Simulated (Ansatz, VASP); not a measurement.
**Au: VASP beside Ansatz**

```
Au
1.0
     2.94020    0.00000    0.00000
    -1.47010    2.54629    0.00000
     0.00000    0.00000   18.80133
Au
3
Direct
  0.66667 0.33333 0.37231
  0.33333 0.66667 0.50258
  0.00000 0.00000 0.63280
```

Alike in both runs: functional PBE; k mesh 12 × 12 × 1; occupations gaussian, width 0.1 eV; no spin polarisation.

Ansatz relaxed the structure, and its values are those at the end. VASP's run is a single point on that final structure, the one shown.

```csv
,VASP,Ansatz
version,VASP 6.6.1,Ansatz 0.2.0
potentials or method,"VASP PAW PBE potentials, release 64 (Au)","scalar-relativistic, plane waves, PAW"
plane-wave cutoff (eV),520,420
valence electrons in the cell,33,57
```

Ansatz gave:

| Property | Result |
| --- | --- |
| gap on the k mesh at the Fermi level (eV) | none |
| rms of the force components (eV/Å) | 0.001 |
| work function, face that differs most (eV) | 5.32 |

**Question.** Which values does VASP return?

**Answer.** gap on the k mesh at the Fermi level (eV): none; rms of the force components (eV/Å): 0.004; work function, face that differs most (eV): 5.31.

A gap of «none» marks a metal or a gap that the smearing closes. The two sets of potentials don't hold the same shells in valence.

The runs have no spin-orbit coupling, so splittings on Au are missing.
